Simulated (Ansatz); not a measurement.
# Hf2Si: convergence and cost

One table from this session's results is given with a row withheld; the runs are named, their logs left out.

Program: Ansatz 0.2.0. Level of theory: DFT PBEsol, scalar-relativistic, plane waves, PAW. These are calculated values, not measurements.

2 further runs of the same task are left out: 2 for a known fault of the program.

## The structure to begin with

Symmetry: I4/mcm, No. 140, tetragonal system. The conventional cell has a = 6.551 Å, b = 6.551 Å, c = 5.166 Å, α = 90.00°, β = 90.00°, γ = 90.00°. Hf (site symmetry m2m) has 4 Si at 2.79 Å and 3 Hf at 2.90 to 3.11 Å as nearest neighbours. Si (site symmetry 422) has 2 Si at 2.58 Å and 8 Hf at 2.79 Å as nearest neighbours.

Structure file:

```
Hf Si
1.0
    -3.27535    3.27535    2.58282
     3.27535   -3.27535    2.58282
     3.27535    3.27535   -2.58282
Hf Si
4 2
Direct
  0.84351 0.65649 0.50000
  0.34351 0.84351 0.18703
  0.15649 0.34351 0.50000
  0.65649 0.15649 0.81297
  0.75000 0.75000 0.00000
  0.25000 0.25000 0.00000
```

Source of the structure: the Materials Project (structure only). It is taken as it stands there.

The first run:

Input file input.yaml:

```yaml
crystal:
  lattice:
    - [-3.275352224, 3.275352224, 2.582823393]
    - [3.275352224, -3.275352224, 2.582823393]
    - [3.275352224, 3.275352224, -2.582823393]
  atoms:
    - { symbol: Hf, position: [0.84351362, 0.65648638, 0.5] }
    - { symbol: Hf, position: [0.34351362, 0.84351362, 0.18702724] }
    - { symbol: Hf, position: [0.15648638, 0.34351362, 0.5] }
    - { symbol: Hf, position: [0.65648638, 0.15648638, 0.81297276] }
    - { symbol: Si, position: [0.75, 0.75, 0.0] }
    - { symbol: Si, position: [0.25, 0.25, 0.0] }
basis:
  ecutwfc: 420
kpoints:
  mp_grid: { grid: [4, 4, 4] }
hamiltonian:
  xc: pbesol
scf:
  occupations: { method: gaussian, width: 0.1 }
output:
  forces: true
  stress: true
  eigenvalues: true
```

Command:

```console
> ansatz run input.yaml --threads 1 --pin off --max-ram 2560MiB --backend cpu --events-out ev --progress --plain --runs-dir out
```

Steps of the session up to this table: Probe: one point at the start; The base run, for reference; Plane-wave cutoff set to 150 eV; Plane-wave cutoff: 200 eV; Plane-wave cutoff set to 250 eV; Plane-wave cutoff set to 300 eV; Plane-wave cutoff: 350 eV; Plane-wave cutoff set to 380 eV; Plane-wave cutoff: 460 eV; Plane-wave cutoff set to 520 eV; Plane-wave cutoff set to 600 eV; Plane-wave cutoff: 700 eV; Plane-wave cutoff set to 850 eV.

One of the session's tables, all rows but one given; the rest of the session is left out.

```
cutoff (eV)  ΔE (meV/atom)  pressure (GPa)  largest change of a force component (eV/Å)
        150          22623           -8.20                                       1.778
        200           3856           -3.87                                       0.339
        250            656           -2.41                                       0.052
        300           65.6           -2.28                                       0.006
        350           5.02           -2.33                                       0.000
        380           2.01           -2.38                                       0.001
        420           1.04           -2.40                                       0.000
        460           0.54           -2.40                                       0.000
        520           0.26           -2.40                                       0.000
        600              ?               ?                                           ?
        700           0.09           -2.40                                       0.000
        850           0.00           -2.41                                       0.000
```

Estimate the missing values for cutoff (eV) = 600.

Worked estimate for «ΔE (meV/atom)». A straight line through the neighbours (520, 0.26) and (700, 0.09) gives 0.26 + (0.09 − 0.26) × (600 − 520) / (700 − 520) = 0.18; a parabola fitted to 4 rows on both sides gives 0.17.

As computed: ΔE (meV/atom): 0.14; pressure (GPa): -2.40; largest change of a force component (eV/Å): 0.000. In «ΔE (meV/atom)» the line misses by +0.04 and the parabola by +0.03.

Caveats from the session: Warnings in the runs' records: cutoff below recommended.
